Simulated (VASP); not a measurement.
# Pt, self-consistent run: which settings are enough?

Pt, I4/mmm (no. 139), 1 atom in the cell. Rev-vdW-DF2; PAW potentials Pt (PBE set). VASP 6.6.1.

Wanted: energy within 2 meV/atom; stress within 0.2 GPa.

What the run is for: all; Accuracy asked: standard.

POSCAR:
```
Pt
1.0
    0.0000000000      1.9609000000      1.9903135000
    1.9609000000      0.0000000000      1.9903135000
    1.9609000000      1.9609000000      0.0000000000
Pt
1
Direct
    0.0000000000      0.0000000000      0.0000000000
```

The series start from Plane-wave cutoff (eV): 300; Smearing width (eV): 0.1; k-point mesh: 16 × 16 × 16; Bands in all (NBANDS): 14; Aspherical gradient terms in the spheres (LASPH): yes; Support grid and gradient cutoff: ADDGRID=False GGA_COMPAT=False. Each series keeps the choices made before it, and each single choice may use up half of a tolerance.

## Plane-wave cutoff (eV)

| Plane-wave cutoff (eV) | Energy less reference (meV/atom) | Stress, largest deviation (GPa) | SCF iterations | Time (s) |
|---|---|---|---|---|
| 180 | 85.3 | 69.91 | 11 | 5.7 |
| 230 | 1.2 | 4.34 | 11 | 7.8 |
| 260 | -14.8 | 0.15 | 11 | 10 |
| 300 | -9.2 | 0.71 | 11 | 10 |
| 340 | -2.1 | 0.80 | 11 | 20 |
| 400 | -0.4 | 0.07 | 11 | 21 |
| 480 | -0.4 | 0.04 | 11 | 27 |
| 600 (reference) | 0.0 | 0.00 | 11 | 31 |

Chosen: 400, the loosest value from which every tighter one stays within half of the tolerance.

## Smearing width (eV)

| Smearing width (eV) | Energy less reference (meV/atom) | Stress, largest deviation (GPa) | SCF iterations | Time (s) |
|---|---|---|---|---|
| 0.4 | -3.2 | 0.33 | 11 | 20 |
| 0.3 | -1.2 | 0.22 | 11 | 20 |
| 0.2 | -0.2 | 0.12 | 11 | 20 |
| 0.15 | 0.0 | 0.10 | 11 | 20 |
| 0.1 | 0.1 | 0.10 | 11 | 21 |
| 0.05 (reference) | 0.0 | 0.00 | 11 | 20 |

Chosen: 0.05; the next looser run is off by more than half of the tolerance, so convergence isn't shown beyond this value.

## k-point mesh

| k-point mesh | Energy less reference (meV/atom) | Stress, largest deviation (GPa) | SCF iterations | Time (s) |
|---|---|---|---|---|
| 5 × 5 × 5 | 309.5 | 4.78 | 12 | 7.6 |
| 7 × 7 × 7 | 36.3 | 3.34 | 11 | 6.3 |
| 8 × 8 × 8 | 16.6 | 1.29 | 11 | 7.3 |
| 10 × 10 × 10 | 14.2 | 0.40 | 11 | 8.9 |
| 13 × 13 × 13 | 10.3 | 0.20 | 11 | 14 |
| 16 × 16 × 16 | 2.6 | 0.22 | 11 | 20 |
| 19 × 19 × 19 | 0.2 | 0.14 | 11 | 31 |
| 23 × 23 × 23 | 1.0 | 0.23 | 11 | 50 |
| 27 × 27 × 27 (reference) | 0.0 | 0.00 | 11 | 92 |

Chosen: 27 × 27 × 27; the next looser run is off by more than half of the tolerance, so convergence isn't shown beyond this value.

## Bands in all (NBANDS)

| Bands in all (NBANDS) | Energy less reference (meV/atom) | Stress, largest deviation (GPa) | SCF iterations | Time (s) |
|---|---|---|---|---|
| 6 | 0.0 | 0.00 | 11 | 32 |
| 7 | 0.0 | 0.00 | 11 | 39 |
| 9 | 0.0 | 0.00 | 11 | 47 |
| 11 | 0.0 | 0.00 | 11 | 50 |
| 14 | 0.0 | 0.00 | 11 | 92 |
| 23 (reference) | 0.0 | 0.00 | 11 | 115 |

Chosen: 6.

## Aspherical gradient terms in the spheres (LASPH)

| Aspherical gradient terms in the spheres (LASPH) | Energy less reference (meV/atom) | Stress, largest deviation (GPa) | SCF iterations | Time (s) |
|---|---|---|---|---|
| yes | 0.0 | 0.00 | 11 | 32 |
| no | -0.5 | 0.01 | 11 | 26 |

Chosen: yes; no other choice that stays within half of the tolerance saves 30 % of the time.

## Support grid and gradient cutoff

| Support grid and gradient cutoff | Energy less reference (meV/atom) | Stress, largest deviation (GPa) | SCF iterations | Time (s) |
|---|---|---|---|---|
| ADDGRID=False GGA_COMPAT=False | 0.0 | 0.00 | 11 | 32 |
| ADDGRID=True GGA_COMPAT=False | 0.0 | 0.00 | 11 | 28 |
| ADDGRID=False GGA_COMPAT=True | 0.0 | 0.00 | 11 | 28 |

Chosen: ADDGRID=False GGA_COMPAT=False.

## All choices together

| Input | Energy less reference (meV/atom) | Stress, largest deviation (GPa) | Time (s) |
|---|---|---|---|
| the program's defaults (naive) | -112.1 | 7.19 | 1.3 |
| chosen settings | -0.4 | 0.08 | 32 |
| reference settings throughout | 0.0 | 0.00 | 149 |

The chosen settings stay within the tolerance of the reference run, but the reference itself isn't shown to be converged in: Smearing width (eV), k-point mesh.

Values of the reference run: Stress: 2.244, 0, 0, 0, 2.244, 0, 0, 0, 0.7141 GPa.

## The input

INCAR:
```
SYSTEM = Pt
GGA      = MK             ! functional
LUSE_VDW = .TRUE.       
AGGAC    = 0.0          
PARAM1   = 0.1234       
PARAM2   = 0.711357     
ZAB_VDW  = -1.8867      
ISMEAR   = 1              ! smearing method
SIGMA    = 0.05           ! smearing width, eV
LWAVE    = .FALSE.        ! write WAVECAR
LCHARG   = .FALSE.        ! write CHGCAR
ISIF     = 2              ! what is computed and relaxed
PREC     = Accurate       ! precision mode
LASPH    = .TRUE.         ! aspherical terms in the spheres
LREAL    = .FALSE.        ! projectors in reciprocal space
ALGO     = Normal         ! electronic algorithm
EDIFF    = 1E-6           ! SCF threshold, eV
NELM     = 120            ! most SCF steps
GGA_COMPAT= .FALSE.      
ENCUT    = 400            ! plane-wave cutoff, eV
NBANDS   = 6              ! bands
ADDGRID  = .FALSE.       
```

KPOINTS:
```
Automatic mesh
0
Gamma
  27 27 27
  0 0 0
```

Commands:
```
cat potpaw_PBE.64/Pt/POTCAR > POTCAR
mpirun -np 1 vasp_std > vasp.out
```

The chosen input took VASP 6.6.1 32 s on 1 core (Intel Xeon 6975P-C (Granite Rapids)), a shared host.

## An input that fails: cutoff far too low

VASP's message: EDDAV: Call to ZHEGV failed. Returncode = 1 2 16.

Changes against the starting input:
```
- NELM = 120
- ENCUT = 300
+ NELM = 78
+ ENCUT = 80
```
